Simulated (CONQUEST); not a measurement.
# SnSe2 under changes of volume

One of the cells (25.726 Å³/atom); the others are scaled copies at fixed shape and fractional positions:

```
Sn Se
1.0
     3.81100    0.00000    0.00000
     0.00000    6.13600    0.00000
     0.00000    0.00000    6.60085
Sn Se
2 4
Cartesian
  0.0000 0.0000 0.0000
  1.9055 0.0000 3.3004
  0.0000 4.6081 2.2003
  1.9055 4.6081 5.5007
  0.0000 1.5279 4.4006
  1.9055 1.5279 1.1001
```

| Item | Value |
| --- | --- |
| Program | CONQUEST 1.3 |
| Functional | PBEsol |
| Potentials or basis | PseudoDojo NC PBEsol, DZP, grid of 36 × 60 × 64 points |
| k mesh | 7 × 5 × 4 |
| Occupations | fermi-dirac, width 0.05 eV |
| Spin | no spin polarisation |

```tsv
volume (Å³/atom)	energy over the lowest point (meV/atom)	pressure (GPa)	gap on the mesh (eV)	largest force (eV/Å)
24.182	76.52	9.5	0.71	1.518
24.697	?	?	?	?
25.212	29.17	5.3	0.66	1.027
25.726	14.98	3.6	0.63	0.806
26.241	5.65	2.2	0.60	0.618
26.755	0.74	0.9	0.58	0.428
27.270	0.00	-0.4	0.56	0.259
```

Task: What does the run at 24.697 Å³/atom give?

Result: Energy over the lowest point 49.49 meV/atom; pressure 7.3 GPa; gap on the mesh 0.68 eV; largest force 1.260 eV/Å.

Worked out: A Birch-Murnaghan fit of order 3 (a polynomial in V^(-2/3)) to the other rows has its minimum at 27.14 Å³/atom with B0 = V·E''(V) = 58 GPa and B' = 6.3 at fixed shape and positions, which overstates the stiffness. It gives 49.52 meV/atom at 24.697 Å³/atom, against the run's 49.49, and -dE/dV = 7.3 GPa, against 7.3. A straight line through the other rows of the gap, of slope -1.28 eV per unit of ln V, gives 0.68 eV, against the run's 0.68.

Energies are extrapolated to zero smearing.

Caveats: spin-orbit coupling is left out, which moves the levels of the heavy elements; an odd mesh through Γ misses points on the zone boundary, where band edges often lie; this functional lacks dispersion, which binds the layers, so the pressure and a relaxed spacing across them are unreliable; the basis of atomic orbitals isn't converged, which shifts pressures, moduli and gaps; forces of over 1 eV/Å show positions far from the minimum, so gaps and moduli don't describe the material at rest (some runs).
